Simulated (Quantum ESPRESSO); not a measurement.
MgB2 under changes of volume

One of the cells (9.679 Å³/atom); the others are scaled copies at fixed shape and fractional positions:

```
Mg B
1.0
     3.08500    0.00000    0.00000
    -1.54250    2.67169    0.00000
     0.00000    0.00000    3.52300
Mg B
1 2
Direct
  0.00000 0.00000 0.00000
  0.66667 0.33333 0.50000
  0.33333 0.66667 0.50000
```

| Property | Result |
| --- | --- |
| Program | Quantum ESPRESSO 7.5 |
| Functional | PBE |
| Potentials or basis | SSSP 1.3 efficiency PBE |
| Cutoff | 748 eV |
| Density cutoff | 5987 eV |
| k mesh | 10 × 10 × 8 |
| Occupations | fermi-dirac, width 0.05 eV |
| Spin | no spin polarisation |

```csv
volume (Å³/atom),energy over the lowest point (meV/atom),pressure (GPa)
9.098,?,?
9.292,4.51,5.1
9.485,0.28,1.7
9.679,0.00,-1.4
9.873,3.31,-4.2
10.066,9.90,-6.8
10.260,19.47,-9.2
```

Q: What does the run at 9.098 Å³/atom give?

A: Energy over the lowest point 13.08 meV/atom; pressure 8.9 GPa.

Worked out: A Birch-Murnaghan fit of order 3 (a polynomial in V^(-2/3)) to the other rows has its minimum at 9.60 Å³/atom with B0 = V·E''(V) = 154 GPa and B' = 3.7 at fixed shape and positions, which overstates the stiffness. It gives 13.13 meV/atom at 9.098 Å³/atom, against the run's 13.08, and -dE/dV = 9.0 GPa, against 8.9.

Energies are extrapolated to zero smearing.
